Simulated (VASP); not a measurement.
# TiN (Fm-3m) in VASP: notebook

Runs on TiN. Level: PBE. Tasks: relaxation of cell and atoms.

Everything below comes from runs of VASP 6.6.1. Logs are shortened: lines on timing, memory, paths and dates and some standing lists are left out, and cuts for length are marked.

### 1 The structure

The structure is cubic, space group Fm-3m (No. 225). Conventional cell: a = 4.238 Å, b = 4.238 Å, c = 4.238 Å, α = 90.00°, β = 90.00°, γ = 90.00°. Ti (site symmetry m-3m) has 6 N at 2.12 Å as nearest neighbours. N (site symmetry m-3m) has 6 Ti at 2.12 Å as nearest neighbours.

### 2 Relaxation of cell and atoms, PBE

INCAR

```
SYSTEM = TiN
  PREC = Accurate
  ENCUT = 520
  EDIFF = 1E-7
  ISMEAR = 0
  SIGMA = 0.02
  LREAL = .False.
  LASPH = .True.
  NELM = 60
  ALGO = Normal
  ISIF = 3
  LWAVE = .False.
  LCHARG = .False.
  GGA = PE
  IBRION = 2
  NSW = 80
  EDIFFG = -0.002
```

KPOINTS

```
Automatic mesh
0
Gamma
  12 12 12
  0 0 0
```

POSCAR

```
TiN
1.0
    0.0000000000      2.1190000000      2.1190000000
    2.1190000000      0.0000000000      2.1190000000
    2.1190000000      2.1190000000      0.0000000000
Ti N
1 1
Direct
    0.0000000000      0.0000000000      0.0000000000
    0.5000000000      0.5000000000      0.5000000000
```

Potentials or basis: VASP PAW PBE potentials, release 64 (Ti_sv, N).

The run is started by

```bash
> cat potpaw_PBE.64/Ti_sv/POTCAR potpaw_PBE.64/N/POTCAR > POTCAR
> mpirun -np 1 vasp_std > vasp.out
```

OUTCAR:

```text
SYSTEM = TiN
   PREC = Accurate
   ENCUT = 520
   EDIFF = 1E-7
   ISMEAR = 0
   LREAL = .False.
   LASPH = .True.
   NELM = 60
   ISIF = 3
   GGA = PE
   IBRION = 2
   NSW = 80
   EDIFFG = -0.002

 ion  position               nearest neighbor table
   1  0.000  0.000  0.000-   2 2.12   2 2.12   2 2.12   2 2.12   2 2.12   2 2.12
   2  0.500  0.500  0.500-   1 2.12   1 2.12   1 2.12   1 2.12   1 2.12   1 2.12

  LATTYP: Found a face centered cubic cell.
 ALAT       =     4.2380000000

  Lattice vectors:

 A1 = (   0.0000000000,   2.1190000000,   2.1190000000)
 A2 = (   2.1190000000,   0.0000000000,   2.1190000000)
 A3 = (   2.1190000000,   2.1190000000,   0.0000000000)

Analysis of symmetry for initial positions (statically):
=====================================================================
 Subroutine PRICEL returns:
 Original cell was already a primitive cell.

 Routine SETGRP: Setting up the symmetry group for a
 face centered cubic supercell.

 Subroutine GETGRP returns: Found 48 space group operations
 (whereof 48 operations were pure point group operations)
 out of a pool of 48 trial point group operations.

The static configuration has the point symmetry O_h .

Analysis of symmetry for dynamics (positions and initial velocities):
=====================================================================
 Subroutine PRICEL returns:
 Original cell was already a primitive cell.

 Routine SETGRP: Setting up the symmetry group for a
 face centered cubic supercell.

 Subroutine GETGRP returns: Found 48 space group operations
 (whereof 48 operations were pure point group operations)
 out of a pool of 48 trial point group operations.

The dynamic configuration has the point symmetry O_h .

 Subroutine INISYM returns: Found 48 space group operations
 (whereof 48 operations are pure point group operations),
 and found     1 'primitive' translations

----------------------------------------------------------------------------------------

                                     Primitive cell

  volume of cell :      19.0293

  direct lattice vectors                    reciprocal lattice vectors
     0.000000000  2.119000000  2.119000000    -0.235960359  0.235960359  0.235960359
     2.119000000  0.000000000  2.119000000     0.235960359 -0.235960359  0.235960359
     2.119000000  2.119000000  0.000000000     0.235960359  0.235960359 -0.235960359

  length of vectors
     2.996718539  2.996718539  2.996718539     0.408695330  0.408695330  0.408695330

  position of ions in fractional coordinates (direct lattice)
     0.000000000  0.000000000  0.000000000
     0.500000000  0.500000000  0.500000000

  ion indices of the primitive-cell ions
   primitive index   ion index
                 1           1
                 2           2

----------------------------------------------------------------------------------------

 KPOINTS: Automatic mesh

Automatic generation of k-mesh.
 Grid dimensions read from file:
 generate k-points for:   12   12   12

 Generating k-lattice:

  Cartesian coordinates                     Fractional coordinates (reciprocal lattice)
    -0.019663363  0.019663363  0.019663363     0.083333333  0.000000000  0.000000000
     0.019663363 -0.019663363  0.019663363     0.000000000  0.083333333  0.000000000
     0.019663363  0.019663363 -0.019663363     0.000000000  0.000000000  0.083333333

  Length of vectors
     0.034057944  0.034057944  0.034057944

  Shift w.r.t. Gamma in fractional coordinates (k-lattice)
     0.000000000  0.000000000  0.000000000

 Subroutine IBZKPT returns following result:
 ===========================================

 Found     72 irreducible k-points:

 Following reciprocal coordinates:
            Coordinates               Weight
  0.000000  0.000000  0.000000      1.000000
  0.083333  0.000000  0.000000      8.000000
  0.166667  0.000000  0.000000      8.000000
  0.250000  0.000000  0.000000      8.000000
  0.333333  0.000000  0.000000      8.000000
  0.416667  0.000000  0.000000      8.000000
[... 16 lines left out ...]
  0.500000  0.166667  0.000000     24.000000
 -0.416667  0.166667  0.000000     24.000000
 [... further k-points ...]
   k-points           NKPTS =     72   k-points in BZ     NKDIM =     72   number of bands    NBANDS=     12
   number of dos      NEDOS =    301   number of ions     NIONS =      2
   total plane-waves  NPLWV =  13824
   dimension x,y,z NGX =    24 NGY =   24 NGZ =   24
   dimension x,y,z NGXF=    48 NGYF=   48 NGZF=   48
   ions per type =               1   1
   NGX,Y,Z   is equivalent  to a cutoff of  13.31, 13.31, 13.31 a.u.
   NGXF,Y,Z  is equivalent  to a cutoff of  26.63, 26.63, 26.63 a.u.
 SYSTEM =  TiN
   PREC   = accura    normal or accurate (medium, high low for compatibility)
   ISTART =      0    job   : 0-new  1-cont  2-samecut
   ICHARG =      2    charge: 1-file 2-atom 10-const
   ISPIN  =      1    spin polarized calculation?
   LNONCOLLINEAR =      F non collinear calculations
   LSORBIT =      F    spin-orbit coupling
   LASPH  =      T    aspherical Exc in radial PAW
   ENCUT  =  520.0 eV  38.22 Ry    6.18 a.u.   5.57  5.57  5.57*2*pi/ulx,y,z
   NELM   =     60;   NELMIN=  2; NELMDL= -5     # of ELM steps
   EDIFF  = 0.1E-06   stopping-criterion for ELM
   LREAL  =      F    real-space projection
   EDIFFG = -.2E-02   stopping-criterion for IOM
   NSW    =     80    number of steps for IOM
   IBRION =      2    ionic relax: 0-MD 1-quasi-New 2-CG
   NFREE  =      1    steps in history (QN), initial steepest desc. (CG)
   ISIF   =      3    stress and relaxation
   ISYM   =      2    0-nonsym 1-usesym 2-fastsym
   POTIM  = 0.5000    time-step for ionic-motion
   TEBEG  =    0.0;   TEEND  =   0.0 temperature during run
   PSTRESS=    0.0 pullay stress
   NELECT =      17.0000    total number of electrons
   NUPDOWN=      -1.0000    fix difference up-down
   EMIN   =  10.00;   EMAX   =-10.00  energy-range for DOS
   EFERMI =   0.00;   METHOD = LEGACY
   ISMEAR =     0;   SIGMA  =   0.02  broadening in eV -4-tet -1-fermi 0-gaus
   EFERMI_NEDOS =   21; number of points for ismear=-14 and -15
   IALGO  =     38    algorithm
   IMIX   =      4    mixing-type and parameters
     AMIX     =   0.40;   BMIX     =  1.00
     AMIX_MAG =   1.60;   BMIX_MAG =  1.00
  volume/ion in A,a.u.               =       9.51        64.21
  Fermi-wavevector in a.u.,A,eV,Ry     =   1.576704  2.979539 33.824024  2.485996
  Thomas-Fermi vector in A             =   2.677497
   LORBIT       =      0    0 simple, 1 ext, 2 COOP (PROOUT), +10 PAW based schemes
   GGA     = PE    functional components
   LHFCALC =     F    Hartree Fock is set to
   AEXX    =    0.0000 exact exchange contribution
   IVDW    =     0    specifies the selected vdW correction
   LEPSILON=     F    determine dielectric tensor
   LRPA    =     F    only Hartree local field effects (RPA)
 conjugate gradient relaxation of ions
 non-spin polarized calculation
 Gauss-broadening in eV      SIGMA  =   0.02
  energy-cutoff  :      520.00
  volume of cell :       19.03
 maximum number of plane-waves:       532
 NGX is ok and might be reduce to    24
   NGX = 11   NGY = 11   NGZ = 11

--------------------------------------- Ionic step        1  -------------------------------------------

 number of electron      17.0000002 magnetization

 Free energy of the ion-electron system (eV)
  ---------------------------------------------------
  ext. energy  EPLUGINS =         0.00000000
  ---------------------------------------------------
  free energy    TOTEN  =       -19.63652477 eV

  energy without entropy =      -19.63611623  energy(sigma->0) =      -19.63632050

------------------------ aborting loop because EDIFF is reached ----------------------------------------

  FORCE on cell =-STRESS in cart. coord.  units (eV):
  Direction    XX          YY          ZZ          XY          YZ          ZX
  --------------------------------------------------------------------------------------
  -------------------------------------------------------------------------------------
  Total        0.2623287      0.2623287      0.2623287      0.0000000      0.0000000     -0.0000000
  in kB       22.0868362     22.0868362     22.0868362      0.0000000      0.0000000     -0.0000000
  external PRESSURE =      22.0868362 kB  Pullay stress =       0.0000000 kB

 VOLUME and BASIS-vectors are now :
 -----------------------------------------------------------------------------
  energy-cutoff  :      520.00
  volume of cell :       19.03
      direct lattice vectors                 reciprocal lattice vectors
     0.000000000  2.119000000  2.119000000    -0.235960359  0.235960359  0.235960359
     2.119000000  0.000000000  2.119000000     0.235960359 -0.235960359  0.235960359
     2.119000000  2.119000000  0.000000000     0.235960359  0.235960359 -0.235960359
[... 73 lines left out ...]
 POSITION                                       TOTAL-FORCE (eV/Angst)
 -----------------------------------------------------------------------------------
      0.00000      0.00000      0.00000         0.000000      0.000000     -0.000000
      2.12456      2.12456      2.12456        -0.000000     -0.000000      0.000000
 -----------------------------------------------------------------------------------
    total drift:                                0.000000     -0.000000     -0.000000

  FREE ENERGIE OF THE ION-ELECTRON SYSTEM (eV)
  ---------------------------------------------------
  free  energy   TOTEN  =       -19.6375484994 eV

  energy  without entropy=      -19.6371386059  energy(sigma->0) =      -19.63734355

--------------------------------------- Ionic step        4  -------------------------------------------

 number of electron      17.0000002 magnetization

 Free energy of the ion-electron system (eV)
  ---------------------------------------------------
  ext. energy  EPLUGINS =         0.00000000
  ---------------------------------------------------
  free energy    TOTEN  =       -19.63754720 eV

  energy without entropy =      -19.63713727  energy(sigma->0) =      -19.63734223

 E-fermi :  11.3194     XC(G=0): -12.9902

 val. band max:       11.3143604282   @ k =   0.5000   0.2500   0.0833
 cond. band min:      11.3245929260   @ k =   0.1667   0.0000   0.0000
 fundamental gap:      0.0102324978
 Fermi energy:        11.3194056364

 k-point     1 :       0.0000    0.0000    0.0000
  band No.  band energies     occupation
      1     -46.5113      2.00000
      2     -22.4942      2.00000
      3     -22.4942      2.00000
      4     -22.4942      2.00000
      5      -5.6941      2.00000
      6       9.3381      2.00000
      7       9.3381      2.00000
      8       9.3381      2.00000
      9      10.7608      2.00000
     10      10.7608      2.00000
     11      10.7608      2.00000
     12      11.9417      0.00000

 k-point     2 :       0.0833    0.0000    0.0000
  band No.  band energies     occupation
      1     -46.5051      2.00000
      2     -22.5384      2.00000
      3     -22.4979      2.00000
      4     -22.4979      2.00000
      5      -5.5607      2.00000
      6       8.6143      2.00000
      7       8.8039      2.00000
      8       8.8039      2.00000
      9      10.9457      2.00000
     10      10.9457      2.00000
     11      11.1092      2.00000
     12      12.5144      0.00000
[... 316 lines left out ...]
 k-point    24 :      -0.4167    0.1667    0.0000
  band No.  band energies     occupation
      1     -46.4079      2.00000
      2     -23.0555      2.00000
      3     -22.6583      2.00000
      4     -22.5710      2.00000
      5      -3.4549      2.00000
      6       3.9174      2.00000
      7       5.9651      2.00000
      8       6.1258      2.00000
      9      12.6163      0.00000
     10      12.9350      0.00000
     11      13.4480      0.00000
     12      15.7891      0.00000

 [... further k-points ...]

------------------------ aborting loop because EDIFF is reached ----------------------------------------

  FORCE on cell =-STRESS in cart. coord.  units (eV):
  Direction    XX          YY          ZZ          XY          YZ          ZX
  --------------------------------------------------------------------------------------
  -------------------------------------------------------------------------------------
  Total       -0.0038778     -0.0038778     -0.0038778     -0.0000000      0.0000000      0.0000000
  in kB       -0.3238509     -0.3238509     -0.3238509     -0.0000000      0.0000000      0.0000000
  external PRESSURE =      -0.3238509 kB  Pullay stress =       0.0000000 kB

 VOLUME and BASIS-vectors are now :
 -----------------------------------------------------------------------------
  energy-cutoff  :      520.00
  volume of cell :       19.18
      direct lattice vectors                 reciprocal lattice vectors
     0.000000000  2.124745601  2.124745601    -0.235322290  0.235322290  0.235322290
     2.124745601  0.000000000  2.124745601     0.235322290 -0.235322290  0.235322290
     2.124745601  2.124745601 -0.000000000     0.235322290  0.235322290 -0.235322290

 POSITION                                       TOTAL-FORCE (eV/Angst)
 -----------------------------------------------------------------------------------
      4.24949      2.12475      2.12475         0.000000     -0.000000      0.000000
      2.12475      2.12475      2.12475        -0.000000      0.000000     -0.000000
 -----------------------------------------------------------------------------------
    total drift:                                0.000000     -0.000000     -0.000000

  FREE ENERGIE OF THE ION-ELECTRON SYSTEM (eV)
  ---------------------------------------------------
  free  energy   TOTEN  =       -19.6375471955 eV

  energy  without entropy=      -19.6371372690  energy(sigma->0) =      -19.63734223

 reached required accuracy - stopping structural energy minimisation
```

Run time: 39 s. Hardware: 1 thread of Intel Xeon Platinum 8488C (Sapphire Rapids), shared host; peak memory 0.15 GiB.

What came out:

```yaml
Free_energy: -19.6375 eV
Relaxed_volume: 9.59 Å³/atom
Relaxed_cell: a = 3.005 Å, b = 3.005 Å, c = 3.005 Å, α = 60.00°, β = 60.00°, γ = 60.00°
Space_group_after_relaxing_to_0.05_Å: Fm-3m (No. 225)
Energy_gained_by_relaxing: 0.5 meV/atom
Ionic_steps: 4
Pressure_after_relaxing: 0.0 GPa
Band_gap_on_the_k_mesh: none (metal or under the smearing width)
```

Step by step:
| step | energy change (eV) | largest force (eV/Å) | pressure (GPa) | volume (Å³) |
| --- | --- | --- | --- | --- |
| 1 | 0.0000 | 0.0000 | 2.21 | 19.03 |
| 2 | 0.0010 | 0.0000 | -3.00 | 19.39 |
| 3 | -0.0010 | 0.0000 | 0.08 | 19.18 |
| 4 | -0.0010 | 0.0000 | -0.03 | 19.18 |

Final structure:
```yaml
crystal:
  lattice:
    - [0.00000, 2.12475, 2.12475]
    - [2.12475, 0.00000, 2.12475]
    - [2.12475, 2.12475, 0.00000]
  atoms:
    - { symbol: Ti, position: [0.00000, 0.00000, 0.00000] }
    - { symbol: N, position: [0.50000, 0.50000, 0.50000] }
```

Levels at points of the mesh, in eV from the Fermi level:
| k point | band 6 | band 7 | band 8 | band 9 | band 10 | band 11 | band 12 |
| --- | --- | --- | --- | --- | --- | --- | --- |
| (0.00, 0.00, 0.00) | -1.98 | -1.98 | -1.98 | -0.56 | -0.56 | -0.56 | 0.62 |
| (0.50, 0.00, 0.00) | -7.99 | -5.39 | -5.39 | 1.72 | 1.72 | 2.38 | 5.73 |
| (0.50, 0.50, 0.00) | -5.76 | -3.17 | -3.17 | -2.99 | 1.67 | 2.41 | 2.41 |

PBE usually gives volumes a little too large and moduli too small. Zero-point motion and thermal expansion aren't in these numbers.

### 3 Relaxation of cell and atoms, PBE

This run uses another cell than the first one, of 9.59 Å³/atom, 1.008 times its volume.

INCAR is that of step 2.

KPOINTS is that of step 2.

POSCAR

```
TiN                                     
1.0
    0.0000000000      2.1247456011      2.1247456011
    2.1247456011      0.0000000000      2.1247456011
    2.1247456011      2.1247456011     -0.0000000000
  Ti              N             
     1     1
Direct
     0.0000000000000000    1.0000000000000000    1.0000000000000000
     0.5000000000000000    0.5000000000000000    0.5000000000000000
```

Potentials or basis: VASP PAW PBE potentials, release 64 (Ti_sv, N).

The run is started by

```bash
> cat potpaw_PBE.64/Ti_sv/POTCAR potpaw_PBE.64/N/POTCAR > POTCAR
> mpirun -np 1 vasp_std > vasp.out
```

Wall time 33 s (1 thread of Intel Xeon Platinum 8488C (Sapphire Rapids), shared host); peak memory 0.14 GiB.

It converged, with:

| Quantity | Value |
| --- | --- |
| Free energy | -19.6377 eV |
| Relaxed volume | 9.59 Å³/atom |
| Relaxed cell | a = 3.005 Å, b = 3.005 Å, c = 3.005 Å, α = 60.00°, β = 60.00°, γ = 60.00° |
| Space group after relaxing (to 0.05 Å) | Fm-3m (No. 225) |
| Energy gained by relaxing | 0.0 meV/atom |
| Ionic steps | 4 |
| Pressure after relaxing | 0.0 GPa |
| Band gap on the k mesh | none (metal or under the smearing width) |

Final structure:
```
CELL_PARAMETERS angstrom
0.00000 2.12464 2.12464
2.12464 0.00000 2.12464
2.12464 2.12464 0.00000
ATOMIC_POSITIONS crystal
Ti 0.00000 0.00000 0.00000
N 0.50000 0.50000 0.50000
```

Levels at points of the mesh, in eV from the Fermi level:
```tsv
k point	band 5	band 6	band 7	band 8	band 9	band 10	band 11	band 12
(0.00, 0.00, 0.00)	-17.01	-1.98	-1.98	-1.98	-0.56	-0.56	-0.56	0.62
(0.50, 0.00, 0.00)	-14.58	-7.99	-5.40	-5.40	1.72	1.72	2.38	5.74
(0.50, 0.50, 0.00)	-15.61	-5.76	-3.17	-3.17	-2.99	1.67	2.41	2.41
```
